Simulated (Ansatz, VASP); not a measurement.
**Zn2SnN3 in VASP and in Ansatz**

File INCAR:

```
SYSTEM = Zn2SnN3
PREC     = Accurate       ! precision mode
ENCUT    = 520            ! plane-wave cutoff, eV
EDIFF    = 1E-7           ! SCF threshold, eV
ISMEAR   = 0              ! smearing method
SIGMA    = 0.1            ! smearing width, eV
LREAL    = .FALSE.        ! projectors in reciprocal space
LASPH    = .TRUE.         ! aspherical terms in the spheres
NELM     = 100            ! most SCF steps
ALGO     = Normal         ! electronic algorithm
ISIF     = 2              ! what is computed and relaxed
LWAVE    = .FALSE.        ! write WAVECAR
LCHARG   = .TRUE.         ! write CHGCAR
GGA      = PE             ! functional
LELF     = .TRUE.         ! ELF
LVHAR    = .TRUE.       
NBANDS   = 36             ! bands
```

KPOINTS

```
regular mesh
0
G
  6 6 6
  0 0 0
```

File POSCAR:

```
Zn2SnN3
1.0
    2.5803106500      1.4897430500      4.0974077400
   -2.5803106500      1.4897430500      4.0974077400
    0.0000000000     -2.9794860900      4.0974077400
Zn Sn N
2 1 3
Direct
    0.3765683900      0.3765683900      0.3765683900
    0.6234316100      0.6234316100      0.6234316100
    0.0000000000      0.0000000000      0.0000000000
    0.8070374700      0.8070374700      0.8070374700
    0.1929625300      0.1929625300      0.1929625300
    0.5000000000      0.5000000000      0.5000000000
```

Input for Ansatz:

```yaml
crystal:
  lattice:
    - [2.58031065, 1.48974305, 4.09740774]
    - [-2.58031065, 1.48974305, 4.09740774]
    - [0.0, -2.97948609, 4.09740774]
  atoms:
    - { symbol: Zn, position: [0.37656839, 0.37656839, 0.37656839] }
    - { symbol: Zn, position: [0.62343161, 0.62343161, 0.62343161] }
    - { symbol: Sn, position: [0.0, 0.0, 0.0] }
    - { symbol: "N", position: [0.80703747, 0.80703747, 0.80703747] }
    - { symbol: "N", position: [0.19296253, 0.19296253, 0.19296253] }
    - { symbol: "N", position: [0.5, 0.5, 0.5] }
basis:
  ecutwfc: 420
kpoints:
  mp_grid: { grid: [6, 6, 6] }
hamiltonian:
  xc: pbe
scf:
  occupations: { method: gaussian, width: 0.1 }
  lower_state_search: "off"
output:
  forces: true
  stress: true
  eigenvalues: true
```

Alike in both runs: task single point; functional PBE; k mesh 6 × 6 × 6; occupations gaussian, width 0.1 eV; no spin polarisation.

|  | VASP | Ansatz |
| --- | --- | --- |
| version | VASP 6.6.1 | Ansatz 0.2.0 |
| potentials or method | VASP PAW PBE potentials, release 64 (Zn, Sn_d, N) | scalar-relativistic, plane waves, PAW |
| plane-wave cutoff (eV) | 520 | 420 |
| valence electrons in the cell | 53 | 53 |

|  | VASP | Ansatz | Ansatz less VASP |
| --- | --- | --- | --- |
| gap on the k mesh at the Fermi level (eV) | none | none | - |
| pressure (GPa) | 12.5 | 11.7 | -0.71 |
| largest component of the traceless stress (GPa) | 24.60 | 22.99 | -1.611 |
| rms of the force components (eV/Å) | 4.607 | 4.485 | -0.1224 |

Atom by atom the forces differ by 0.125 eV/Å (rms over components). A gap of «none» marks a metal or a gap that the smearing closes.

Caveats: forces of over 1 eV/Å show positions far from the minimum, so gaps and moduli don't describe the material at rest.
